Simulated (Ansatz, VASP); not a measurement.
## Two plane-wave programs on AlN

```xyz
2
Lattice="0.0000 1.9381 2.0901 1.9381 0.0000 2.0901 1.9381 1.9381 0.0000" Properties=species:S:1:pos:R:3 pbc="T T T"
Al    0.0000    0.0000    0.0000
N     1.9381    1.9381    2.0901
```

Change from the starting cell: epitaxial_xy strain -4.0%.

Alike in both runs: task single point; functional PBE; k mesh 10 × 10 × 10; occupations fermi-dirac, width 0.02 eV; no spin polarisation.

|  | VASP | Ansatz |
| --- | --- | --- |
| version | VASP 6.6.1 | Ansatz 0.2.0 |
| potentials or method | VASP PAW PBE potentials, release 64 (Al, N) | plane waves, PAW |
| plane-wave cutoff (eV) | 520 | 420 |
| valence electrons in the cell | 8 | 8 |

|  | VASP | Ansatz | Ansatz less VASP |
| --- | --- | --- | --- |
| gap on the k mesh at the Fermi level (eV) | 4.64 | 4.66 | +0.027 |
| pressure (GPa) | 23.4 | 23.8 | +0.31 |
| largest component of the traceless stress (GPa) | 17.87 | 17.90 | +0.037 |

Caveats: so large a pressure means that the cell lies far from this level's equilibrium, or that cutoff or potentials fall short (VASP). A k mesh can miss the band edges.
